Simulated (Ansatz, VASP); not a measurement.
# One calculation of BAs, two programs

The input POSCAR:

```
BAs
1.0
    0.0000000000      2.4636236322      2.4636236322
    2.4636236322      0.0000000000      2.4636236322
    2.4636236322      2.4636236322      0.0000000000
B As
1 1
Direct
    0.0000000000      0.0000000000      0.0000000000
    0.2500000000      0.2500000000      0.2500000000
```

Contents of INCAR.step1:

```
SYSTEM = BAs
ALGO     = Normal         ! electronic algorithm
EDIFF    = 1E-4           ! SCF threshold, eV
ENCUT    = 520            ! plane-wave cutoff, eV
GGA      = PE             ! functional
ISMEAR   = 0              ! smearing method
LASPH    = .TRUE.         ! aspherical terms in the spheres
LCHARG   = .FALSE.        ! write CHGCAR
LREAL    = .FALSE.        ! projectors in reciprocal space
LWAVE    = .TRUE.         ! write WAVECAR
NBANDS   = 11             ! bands
NELM     = 100            ! most SCF steps
PREC     = Accurate       ! precision mode
SIGMA    = 0.01           ! smearing width, eV
```

INCAR.step2

```
SYSTEM = BAs
ALGO     = Normal         ! electronic algorithm
EDIFF    = 1E-6           ! SCF threshold, eV
ENCUT    = 520            ! plane-wave cutoff, eV
ISIF     = 2              ! what is computed and relaxed
ISMEAR   = 0              ! smearing method
ISTART   = 1            
LASPH    = .TRUE.         ! aspherical terms in the spheres
LCHARG   = .FALSE.        ! write CHGCAR
LMIXTAU  = .TRUE.       
LREAL    = .FALSE.        ! projectors in reciprocal space
LWAVE    = .FALSE.        ! write WAVECAR
METAGGA  = R2SCAN         ! meta-GGA
NBANDS   = 11             ! bands
NELM     = 100            ! most SCF steps
PREC     = Accurate       ! precision mode
SIGMA    = 0.01           ! smearing width, eV
```

File KPOINTS:

```
k-points
0
G
  10 10 10
  0 0 0
```

Input for Ansatz:

```yaml
crystal:
  lattice:
    - [0.0, 2.4636236322, 2.4636236322]
    - [2.4636236322, 0.0, 2.4636236322]
    - [2.4636236322, 2.4636236322, 0.0]
  atoms:
    - { symbol: B, position: [0.0, 0.0, 0.0] }
    - { symbol: As, position: [0.25, 0.25, 0.25] }
kpoints:
  mp_grid: { grid: [10, 10, 10] }
  band_path:
    path:
      - [0.0, 0.0, 0.0]
      - [-0.5, -0.5, 0.0]
      - [-0.375, -0.375, 0.25]
      - [-0.375, 0.0, 0.375]
      - [0.0, 0.0, 0.5]
      - [-0.5, -0.25, 0.25]
      - [0.0, 0.395833, 0.395833]
    npoints: 1
hamiltonian:
  xc: r2scan
scf:
  occupations: { method: fixed }
  n_extra_bands: 4
output:
  forces: true
  stress: true
  eigenvalues: true
```

Change from the starting cell: hydrostatic strain +3.0%.

Alike in both runs: task single point; functional r2SCAN; k mesh 10 × 10 × 10; no spin polarisation.

```csv
,VASP,Ansatz
version,VASP 6.6.1,Ansatz 0.2.0
potentials or method,"VASP PAW PBE potentials, release 64 (B, As)","plane waves, PAW"
plane-wave cutoff (eV),520,500
occupations,"gaussian, width 0.01 eV",fixed
valence electrons in the cell,8,18
```

Ansatz gave:

| Property | Result |
| --- | --- |
| gap on the k mesh at the Fermi level (eV) | 1.46 |
| pressure (GPa) | -10.4 |

Problem. Estimate VASP's values.

Solution. gap on the k mesh at the Fermi level (eV): 1.46; pressure (GPa): -10.3.

The two sets of potentials don't hold the same shells in valence.

Caveats: the PAW data sets were made with another functional, which shifts forces and pressure a little (VASP). A k mesh can miss the band edges.
